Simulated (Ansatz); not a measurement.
# EuS: the cost of one run

Program: Ansatz 0.2.0. Level of theory: DFT PBE+U, scalar-relativistic, plane waves, PAW. These are calculated values, not measurements.

The COD entry's cell or inner coordinates are ideal or old and differ from later refinements, so a difference from it is no clean test against experiment.

### Step 1. The structure to begin with

The structure is cubic, space group Fm-3m (No. 225). The conventional cell has a = 5.957 Å, b = 5.957 Å, c = 5.957 Å, α = 90.00°, β = 90.00°, γ = 90.00°. Around Eu (site symmetry m-3m) lie 6 S at 2.98 Å. Around S (site symmetry m-3m) lie 6 Eu at 2.98 Å.

As a file:

```cif
data_structure
_symmetry_space_group_name_H-M 'Fm-3m'
_symmetry_Int_Tables_number 225
_cell_length_a 5.9570
_cell_length_b 5.9570
_cell_length_c 5.9570
_cell_angle_alpha 90.000
_cell_angle_beta 90.000
_cell_angle_gamma 90.000
_cell_volume 211.39
loop_
_atom_site_label
_atom_site_type_symbol
_atom_site_symmetry_multiplicity
_atom_site_Wyckoff_symbol
_atom_site_fract_x
_atom_site_fract_y
_atom_site_fract_z
_atom_site_occupancy
Eu1 Eu 4 a 0.00000 0.00000 0.00000 1
S1 S 4 b 0.50000 0.00000 0.00000 1
```

The structure rests on an entry of the Crystallography Open Database; cell or positions may have been set otherwise for this series.

### Step 2. Single point: EuS, moments +

The input, input.yaml:

```yaml
crystal:
  lattice:
    - [0.0, 2.9785, 2.9785]
    - [2.9785, 0.0, 2.9785]
    - [2.9785, 2.9785, 0.0]
  atoms:
    - { symbol: Eu, position: [0.0, 0.0, 0.0], spin: 7.0 }
    - { symbol: S, position: [0.5, 0.5, 0.5] }
magnetization:
  spin_polarized: true
scf:
  occupations: { method: gaussian, width: 0.02 }
output:
  eigenvalues: true
  populations: true
  write_density: true
  write_potential: true
  elf: true
  volumetric_format: npy
hamiltonian:
  hubbard: { sites: [{ species: Eu, l: f, u_eff: 11.0 }] }
  xc: pbe
kpoints:
  mp_grid: { grid: [10, 10, 10] }
```

Run with:

```sh
$ ansatz run input.yaml --threads 2 --pin off --max-ram 6144MiB --backend cpu --events-out ev --progress --plain --runs-dir out
```

**Question.** How long does this run take on 2 threads of AMD EPYC 7R43 (Zen 3), shared host, and how much memory does it need?

About 4.1 min, with a peak of 0.48 GiB.
